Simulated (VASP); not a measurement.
# SiO (F-43m) in VASP: a series of runs

One crystal, SiO, is run at these levels: PBEsol; tasks: atomic charges, electron localisation function.

Program: VASP 6.6.1. These are calculated values, not measurements. Logs are shortened: lines on timing, memory, paths and dates and some standing lists are left out, and cuts for length are marked.

### Step 1. The structure

It takes space group F-43m (No. 216, cubic). The conventional cell has a = 4.867 Å, b = 4.867 Å, c = 4.867 Å, α = 90.00°, β = 90.00°, γ = 90.00°. Around Si (site symmetry -43m) lie 4 O at 2.11 Å. O (site symmetry -43m) is surrounded by 4 Si at 2.11 Å.

The cell was built by a generator and needn't be a form met in nature.

### Step 2. Atomic charges, PBEsol

The input, INCAR:

```
SYSTEM = SiO
ALGO = Normal
EDIFF = 1E-6
ENCUT = 520
GGA = PS
ISIF = 2
ISMEAR = 0
LASPH = .True.
LCHARG = .False.
LORBIT = 11
LREAL = .False.
LWAVE = .False.
NELM = 60
PREC = Accurate
SIGMA = 0.02
```

The input, KPOINTS:

```
k-points
0
Gamma
  9 9 9
  0 0 0
```

The input, POSCAR:

```
SiO
1.0
    0.0000000000      2.4336400000      2.4336400000
    2.4336400000      0.0000000000      2.4336400000
    2.4336400000      2.4336400000      0.0000000000
Si O
1 1
Direct
    0.7500000000      0.7500000000      0.7500000000
    0.0000000000      0.0000000000      0.0000000000
```

Potentials or basis: VASP PAW PBE potentials, release 64 (Si, O).

Run with:

```sh
cat potpaw_PBE.64/Si/POTCAR potpaw_PBE.64/O/POTCAR > POTCAR
mpirun -np 1 vasp_std > vasp.out
```

OUTCAR:

```text
SYSTEM = SiO
   EDIFF = 1E-6
   ENCUT = 520
   GGA = PS
   ISIF = 2
   ISMEAR = 0
   LASPH = .True.
   LORBIT = 11
   LREAL = .False.
   NELM = 60
   PREC = Accurate

 ion  position               nearest neighbor table
   1  0.750  0.750  0.750-   2 2.11   2 2.11   2 2.11   2 2.11
   2  0.000  0.000  0.000-   1 2.11   1 2.11   1 2.11   1 2.11

  LATTYP: Found a face centered cubic cell.
 ALAT       =     4.8672800000

  Lattice vectors:

 A1 = (   0.0000000000,   2.4336400000,   2.4336400000)
 A2 = (   2.4336400000,   0.0000000000,   2.4336400000)
 A3 = (   2.4336400000,   2.4336400000,   0.0000000000)

Analysis of symmetry for initial positions (statically):
=====================================================================
 Subroutine PRICEL returns:
 Original cell was already a primitive cell.

 Routine SETGRP: Setting up the symmetry group for a
 face centered cubic supercell.

 Subroutine GETGRP returns: Found 24 space group operations
 (whereof 24 operations were pure point group operations)
 out of a pool of 48 trial point group operations.

The static configuration has the point symmetry T_d .

Analysis of symmetry for dynamics (positions and initial velocities):
=====================================================================
 Subroutine PRICEL returns:
 Original cell was already a primitive cell.

 Routine SETGRP: Setting up the symmetry group for a
 face centered cubic supercell.

 Subroutine GETGRP returns: Found 24 space group operations
 (whereof 24 operations were pure point group operations)
 out of a pool of 48 trial point group operations.

The dynamic configuration has the point symmetry T_d .

 Subroutine INISYM returns: Found 24 space group operations
 (whereof 24 operations are pure point group operations),
 and found     1 'primitive' translations

----------------------------------------------------------------------------------------

                                     Primitive cell

  volume of cell :      28.8270

  direct lattice vectors                    reciprocal lattice vectors
     0.000000000  2.433640000  2.433640000    -0.205453559  0.205453559  0.205453559
     2.433640000  0.000000000  2.433640000     0.205453559 -0.205453559  0.205453559
     2.433640000  2.433640000  0.000000000     0.205453559  0.205453559 -0.205453559

  length of vectors
     3.441686694  3.441686694  3.441686694     0.355856003  0.355856003  0.355856003

  position of ions in fractional coordinates (direct lattice)
     0.750000000  0.750000000  0.750000000
     0.000000000  0.000000000  0.000000000

  ion indices of the primitive-cell ions
   primitive index   ion index
                 1           1
                 2           2

----------------------------------------------------------------------------------------

 KPOINTS: k-points

Automatic generation of k-mesh.
 Grid dimensions read from file:
 generate k-points for:    9    9    9

 Generating k-lattice:

  Cartesian coordinates                     Fractional coordinates (reciprocal lattice)
    -0.022828173  0.022828173  0.022828173     0.111111111  0.000000000  0.000000000
     0.022828173 -0.022828173  0.022828173     0.000000000  0.111111111  0.000000000
     0.022828173  0.022828173 -0.022828173     0.000000000  0.000000000  0.111111111

  Length of vectors
     0.039539556  0.039539556  0.039539556

  Shift w.r.t. Gamma in fractional coordinates (k-lattice)
     0.000000000  0.000000000  0.000000000

 Subroutine IBZKPT returns following result:
 ===========================================

 Found     35 irreducible k-points:

 Following reciprocal coordinates:
            Coordinates               Weight
  0.000000  0.000000  0.000000      1.000000
  0.111111  0.000000  0.000000      8.000000
  0.222222  0.000000  0.000000      8.000000
  0.333333  0.000000  0.000000      8.000000
  0.444444  0.000000  0.000000      8.000000
  0.111111  0.111111  0.000000      6.000000
[... 16 lines left out ...]
 -0.333333  0.333333  0.000000     12.000000
  0.444444  0.444444  0.000000      6.000000
 [... further k-points ...]
   k-points           NKPTS =     35   k-points in BZ     NKDIM =     35   number of bands    NBANDS=      9
   number of dos      NEDOS =    301   number of ions     NIONS =      2
   total plane-waves  NPLWV =  21952
   dimension x,y,z NGX =    28 NGY =   28 NGZ =   28
   dimension x,y,z NGXF=    56 NGYF=   56 NGZF=   56
   ions per type =               1   1
   NGX,Y,Z   is equivalent  to a cutoff of  13.53, 13.53, 13.53 a.u.
   NGXF,Y,Z  is equivalent  to a cutoff of  27.05, 27.05, 27.05 a.u.
 SYSTEM =  SiO
   PREC   = accura    normal or accurate (medium, high low for compatibility)
   ISTART =      0    job   : 0-new  1-cont  2-samecut
   ICHARG =      2    charge: 1-file 2-atom 10-const
   ISPIN  =      1    spin polarized calculation?
   LNONCOLLINEAR =      F non collinear calculations
   LSORBIT =      F    spin-orbit coupling
   LASPH  =      T    aspherical Exc in radial PAW
   ENCUT  =  520.0 eV  38.22 Ry    6.18 a.u.   6.40  6.40  6.40*2*pi/ulx,y,z
   NELM   =     60;   NELMIN=  2; NELMDL= -5     # of ELM steps
   EDIFF  = 0.1E-05   stopping-criterion for ELM
   LREAL  =      F    real-space projection
   EDIFFG = 0.1E-04   stopping-criterion for IOM
   NSW    =      0    number of steps for IOM
   IBRION =     -1    ionic relax: 0-MD 1-quasi-New 2-CG
   NFREE  =      0    steps in history (QN), initial steepest desc. (CG)
   ISIF   =      2    stress and relaxation
   ISYM   =      2    0-nonsym 1-usesym 2-fastsym
   POTIM  = 0.5000    time-step for ionic-motion
   TEBEG  =    0.0;   TEEND  =   0.0 temperature during run
   PSTRESS=    0.0 pullay stress
   NELECT =      10.0000    total number of electrons
   NUPDOWN=      -1.0000    fix difference up-down
   EMIN   =  10.00;   EMAX   =-10.00  energy-range for DOS
   EFERMI =   0.00;   METHOD = LEGACY
   ISMEAR =     0;   SIGMA  =   0.02  broadening in eV -4-tet -1-fermi 0-gaus
   EFERMI_NEDOS =   21; number of points for ismear=-14 and -15
   IALGO  =     38    algorithm
   IMIX   =      4    mixing-type and parameters
     AMIX     =   0.40;   BMIX     =  1.00
     AMIX_MAG =   1.60;   BMIX_MAG =  1.00
  volume/ion in A,a.u.               =      14.41        97.27
  Fermi-wavevector in a.u.,A,eV,Ry     =   1.150293  2.173739 18.002877  1.323174
  Thomas-Fermi vector in A             =   2.286958
   LORBIT       =     11    0 simple, 1 ext, 2 COOP (PROOUT), +10 PAW based schemes
   GGA     = PS    functional components
   LHFCALC =     F    Hartree Fock is set to
   AEXX    =    0.0000 exact exchange contribution
   IVDW    =     0    specifies the selected vdW correction
   LEPSILON=     F    determine dielectric tensor
   LRPA    =     F    only Hartree local field effects (RPA)
 non-spin polarized calculation
 Gauss-broadening in eV      SIGMA  =   0.02
  energy-cutoff  :      520.00
  volume of cell :       28.83
 maximum number of plane-waves:       785
 NGX is ok and might be reduce to    28
   NGX = 13   NGY = 13   NGZ = 13

 number of electron      10.0000002 magnetization

 Free energy of the ion-electron system (eV)
  ---------------------------------------------------
  ext. energy  EPLUGINS =         0.00000000
  ---------------------------------------------------
  free energy    TOTEN  =       -11.72040754 eV

  energy without entropy =      -11.72007988  energy(sigma->0) =      -11.72024371

 E-fermi :   6.3130     XC(G=0): -10.1247

 val. band max:        6.2155280422   @ k =  -0.4444   0.4444   0.0000
 cond. band min:       6.3234130154   @ k =  -0.4444   0.4444   0.1111
 fundamental gap:      0.1078849732
 Fermi energy:         6.3129707992

 k-point     1 :       0.0000    0.0000    0.0000
  band No.  band energies     occupation
      1     -14.6489      2.00000
      2       0.1428      2.00000
      3       0.8499      2.00000
      4       0.8499      2.00000
      5       0.8499      2.00000
      6       9.8568      0.00000
      7       9.8568      0.00000
      8       9.8568      0.00000
      9      16.4287      0.00000

 k-point     2 :       0.1111    0.0000    0.0000
  band No.  band energies     occupation
      1     -14.5790      2.00000
      2      -0.8605      2.00000
      3       0.7963      2.00000
      4       0.7963      2.00000
      5       1.8267      2.00000
      6       9.3959      0.00000
      7       9.9498      0.00000
      8       9.9498      0.00000
      9      16.6935      0.00000

 k-point     3 :       0.2222    0.0000    0.0000
  band No.  band energies     occupation
      1     -14.3935      2.00000
      2      -2.0332      2.00000
      3       0.6675      2.00000
      4       0.6675      2.00000
      5       2.8741      2.00000
      6       8.6284      0.00000
      7      10.1008      0.00000
      8      10.1008      0.00000
      9      16.1396      0.00000

 k-point     4 :       0.3333    0.0000    0.0000
  band No.  band energies     occupation
      1     -14.1671      2.00000
      2      -2.9646      2.00000
      3       0.5316      2.00000
      4       0.5316      2.00000
      5       3.5173      2.00000
      6       8.2039      0.00000
      7      10.1193      0.00000
      8      10.1193      0.00000
      9      15.8596      0.00000

 k-point     5 :       0.4444    0.0000    0.0000
  band No.  band energies     occupation
      1     -14.0093      2.00000
      2      -3.4891      2.00000
      3       0.4482      2.00000
      4       0.4482      2.00000
      5       3.7442      2.00000
      6       8.1310      0.00000
      7      10.0553      0.00000
      8      10.0553      0.00000
      9      15.7200      0.00000

 k-point     6 :       0.1111    0.1111    0.0000
  band No.  band energies     occupation
      1     -14.5557      2.00000
      2      -0.9815      2.00000
      3       0.6815      2.00000
      4       0.6815      2.00000
      5       2.1446      2.00000
      6       9.1243      0.00000
      7      10.0521      0.00000
      8      10.0521      0.00000
      9      15.2535      0.00000
[... 169 lines left out ...]
 k-point    21 :       0.4444    0.3333    0.0000
  band No.  band energies     occupation
      1     -13.8847      2.00000
      2      -3.0932      2.00000
      3      -0.4825      2.00000
      4      -0.2137      2.00000
      5       5.0538      2.00000
      6       6.3421      0.03971
      7      10.6146      0.00000
      8      11.2642      0.00000
      9      12.1673      0.00000

 k-point    22 :      -0.4444    0.3333    0.0000
  band No.  band energies     occupation
      1     -13.8102      2.00000
      2      -3.1064      2.00000
      3      -1.0796      2.00000
      4      -0.1541      2.00000
      5       5.5290      2.00000
      6       6.6493      0.00000
      7       9.9677      0.00000
      8      11.1858      0.00000
      9      12.6446      0.00000

 k-point    23 :      -0.3333    0.3333    0.0000
  band No.  band energies     occupation
      1     -13.8299      2.00000
      2      -3.0261      2.00000
      3      -1.3632      2.00000
      4       0.0431      2.00000
      5       5.7533      2.00000
      6       7.1223      0.00000
      7       9.2690      0.00000
      8      10.9405      0.00000
      9      13.5838      0.00000

 k-point    24 :       0.4444    0.4444    0.0000
  band No.  band energies     occupation
      1     -13.8113      2.00000
      2      -3.2485      2.00000
      3      -0.3567      2.00000
      4      -0.3567      2.00000
      5       4.7639      2.00000
      6       6.0897      2.00000
      7      11.5166      0.00000
      8      11.5169      0.00000
      9      11.5169      0.00000

 [... further k-points ...]

------------------------ aborting loop because EDIFF is reached ----------------------------------------

  FORCE on cell =-STRESS in cart. coord.  units (eV):
  Direction    XX          YY          ZZ          XY          YZ          ZX
  --------------------------------------------------------------------------------------
  -------------------------------------------------------------------------------------
  Total       -0.6746203     -0.6746203     -0.6746203      0.0000000      0.0000000      0.0000000
  in kB      -37.4947934    -37.4947934    -37.4947934      0.0000000      0.0000000      0.0000000
  external PRESSURE =     -37.4947934 kB  Pullay stress =       0.0000000 kB

 VOLUME and BASIS-vectors are now :
 -----------------------------------------------------------------------------
  energy-cutoff  :      520.00
  volume of cell :       28.83
      direct lattice vectors                 reciprocal lattice vectors
     0.000000000  2.433640000  2.433640000    -0.205453559  0.205453559  0.205453559
     2.433640000  0.000000000  2.433640000     0.205453559 -0.205453559  0.205453559
     2.433640000  2.433640000  0.000000000     0.205453559  0.205453559 -0.205453559

 POSITION                                       TOTAL-FORCE (eV/Angst)
 -----------------------------------------------------------------------------------
      3.65046      3.65046      3.65046        -0.000000     -0.000000      0.000000
      0.00000      0.00000      0.00000         0.000000      0.000000     -0.000000
 -----------------------------------------------------------------------------------
    total drift:                                0.000000      0.000000      0.000000

  FREE ENERGIE OF THE ION-ELECTRON SYSTEM (eV)
  ---------------------------------------------------
  free  energy   TOTEN  =       -11.7204075426 eV

  energy  without entropy=      -11.7200798846  energy(sigma->0) =      -11.72024371

 total charge

# of ion       s       p       d       tot
------------------------------------------
    1        0.927   0.504   0.000   1.431
    2        1.638   3.264   0.000   4.902
--------------------------------------------------
tot          2.564   3.769   0.000   6.333
```

It took 12 s on 1 thread of AMD EPYC 7R43 (Zen 3), shared host; peak memory 0.12 GiB.

Results:

```yaml
Free_energy: -11.7204 eV
Pressure: -3.7 GPa
Band_gap_on_the_k_mesh: none (metal or under the smearing width)
Valence_electrons_inside_the_program's_atomic_spheres: Si 1.43; O 4.90
```

Levels at points of the mesh, in eV from the Fermi level:
| k point | band 1 | band 2 | band 3 | band 4 | band 5 | band 6 | band 7 | band 8 | band 9 |
| --- | --- | --- | --- | --- | --- | --- | --- | --- | --- |
| (0.00, 0.00, 0.00) | -20.96 | -6.17 | -5.46 | -5.46 | -5.46 | 3.54 | 3.54 | 3.54 | 10.12 |

Caveat: the PAW data sets were made with another functional, which shifts forces and pressure a little.

### Step 3. Electron localisation function, PBEsol

The input, INCAR:

```
SYSTEM = SiO
PREC     = Accurate       ! precision mode
ENCUT    = 520            ! plane-wave cutoff, eV
EDIFF    = 1E-6           ! SCF threshold, eV
ISMEAR   = 0              ! smearing method
SIGMA    = 0.02           ! smearing width, eV
LREAL    = .False.        ! projectors in reciprocal space
LASPH    = .True.         ! aspherical terms in the spheres
NELM     = 60             ! most SCF steps
ALGO     = Fast           ! electronic algorithm
ISIF     = 2              ! what is computed and relaxed
LWAVE    = .False.        ! write WAVECAR
LCHARG   = .True.         ! write CHGCAR
GGA      = PS             ! functional
LELF     = .True.         ! ELF
```

The input, KPOINTS:

```
Automatic mesh
0
Gamma
  9 9 9
  0 0 0
```

POSCAR is that of step 2.

Potentials or basis: VASP PAW PBE potentials, release 64 (Si, O).

Run with:

```sh
cat potpaw_PBE.64/Si/POTCAR potpaw_PBE.64/O/POTCAR > POTCAR
mpirun -np 1 vasp_std > vasp.out
```

It took 16 s on 1 thread of AMD EPYC 7R43 (Zen 3), shared host; peak memory 0.11 GiB.

It converged, with:

| Property | Result |
| --- | --- |
| Free energy | -11.7204 eV |
| Pressure | -3.6 GPa |
| Band gap on the k mesh | none (metal or under the smearing width) |

Levels at points of the mesh, in eV from the Fermi level:
```
           k point  band 1  band 2  band 3  band 4  band 5  band 6  band 7  band 8  band 9
(0.00, 0.00, 0.00)  -20.96   -6.17   -5.46   -5.46   -5.46    3.54    3.54    3.54   10.12
```

Caveat: the PAW data sets were made with another functional, which shifts forces and pressure a little.

### Step 4. For comparison

An earlier run on the cell as given: functional PBE; potentials or basis VASP PAW PBE potentials, release 64 (Si, O); cutoff 520 eV; k mesh 9 × 9 × 9; occupations fermi-dirac, width 0.05 eV; no spin polarisation.

* Pressure: 0.0 GPa
* Band gap on the k mesh: none (metal or under the smearing width)

### Step 5. The runs side by side

| task | level | smearing | gap on the mesh (eV) | pressure (GPa) |
| --- | --- | --- | --- | --- |
| atomic charges | PBEsol | gaussian 0.02 eV | none | -3.7 |
| electron localisation function | PBEsol | gaussian 0.02 eV | none | -3.6 |
| single point | PBE | fermi-dirac 0.05 eV | none | 0.0 |

Alike in all rows: potentials or basis VASP PAW PBE potentials, release 64 (Si, O); no spin polarisation; cell as given; k mesh 9 × 9 × 9; cutoff (eV) 520.

Every run on the cell as given and a fine mesh finds a metal. The pressure there spans -3.7 GPa (PBEsol) to 0.0 GPa (PBE); a positive pressure means that this level wants a larger cell, a negative one a smaller.

Caveats: the PAW data sets were made with another functional, which shifts forces and pressure a little (some runs).

Total energies depend on the potentials used, so only differences within one code and one set of settings carry meaning.
